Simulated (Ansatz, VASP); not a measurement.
# One calculation of As, two programs

```
As
1.0
     1.88599    1.08888    3.49735
    -1.88599    1.08888    3.49735
     0.00000   -2.17776    3.49735
As
2
Direct
  0.22754 0.22754 0.22754
  0.77246 0.77246 0.77246
```

Change from the starting cell: volume scaled by 1.01, crystal datasets.

Alike in both runs: task electric field gradients; functional LDA; k mesh 13 × 13 × 13; occupations fermi-dirac, width 0.05 eV; no spin polarisation.

|  | VASP | Ansatz |
| --- | --- | --- |
| version | VASP 6.6.1 | Ansatz 0.2.0 |
| potentials or method | VASP PAW LDA potentials, release 64 (As), cutoff 520 eV | all-electron PAW with datasets made for the crystal, scalar-relativistic |

VASP gave:

- pressure (GPa): -1.9
- largest component of the traceless stress (GPa): 0.54
- rms of the force components (eV/Å): 0.042
- Vzz of the field gradient on the site that differs most (V/Å²): -45.7

Problem. Which values does Ansatz return?

Solution. Pressure (GPa): -2.2; largest component of the traceless stress (GPa): 0.42; rms of the force components (eV/Å): 0.004; Vzz of the field gradient on the site that differs most (V/Å²): -48.8.

Atom by atom the forces differ by 0.038 eV/Å (rms over components). Ansatz ran all-electron here, so the differences hold the error of VASP's frozen core and of both bases.
